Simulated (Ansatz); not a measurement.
## Ba: the change of pressure with volume per atom

Results calculated with Ansatz 0.2.0 development build, not measured. Equation of state of a cubic crystal from periodic Kohn-Sham density functional theory without spin; pressure corrected for the finite basis.

Cell of the first row (space group Fd-3m, No. 227):
```
CELL_PARAMETERS angstrom
0.00000 3.76190 3.76190
3.76190 0.00000 3.76190
3.76190 3.76190 0.00000
ATOMIC_POSITIONS crystal
Ba 0.00000 0.00000 0.00000
Ba 0.25000 0.25000 0.25000
```

Settings of every row: formula Ba; structure type diamond; functional PBE; spin treatment none; k mesh 13x13x13; occupation method fermi-dirac; occupation width 0.061225619 eV; wave cutoff 700 eV; datasets soft-1 PAW; density cutoff ratio 4.

Limits: a cubic model structure, not a phase known at ambient conditions; some atoms lie unusually close (a squeezed, shaken or made-up cell); the SCF threshold is loose for a stress in some rows; no spin-orbit coupling, which can matter with elements this heavy.

```
row  volume per atom (Å³)  pressure (GPa)  energy above lowest point (meV/atom)
  1                 53.24           0.623                                  5.85
  2                54.373           0.373                                  2.36
  3                55.506           0.161                                  0.49
  4                56.638               ?                                     ?
  5                57.771          -0.166                                  0.66
```

Question: what pressure should row 4 give?

Worked fit of pressure. Take u = (V_r/V)^(2/3) − 1 with V_r = 54.939 Å³ an atom, which is twice the finite (Eulerian) strain; such expansions in the strain, on which the Birch-Murnaghan equation of state is built, carry the rest volume and the bulk modulus. The shown rows have u = 0.02116, 0.00693, -0.00682, -0.03295. Least squares give pressure = 0.2627 + 15.453 × u + 74.18 × u² GPa; a straight line predicts inner rows, each left out in turn, worse (root mean square 0.034 against 0.00067 GPa). All shown rows lie on it to the printed digit. The pressure vanishes at u = -0.0187, or V = 56.51 Å³ an atom, and there the bulk modulus at fixed shape and fractions is B = −V dP/dV = (2/3)(1 + u) dP/du = 8.3 GPa. The withheld row has u = -0.0201, so the fit gives 0.2627 + 15.453 × (-0.0201) + 74.18 × (-0.0201)² = -0.018 GPa.

The calculation gave -0.017 GPa. The fit lies 0.001 GPa (5.9 % of the value, 0.13 % of the column's range) below it, one unit of the last digit.

The other values of row 4: energy above lowest point 0 meV/atom.
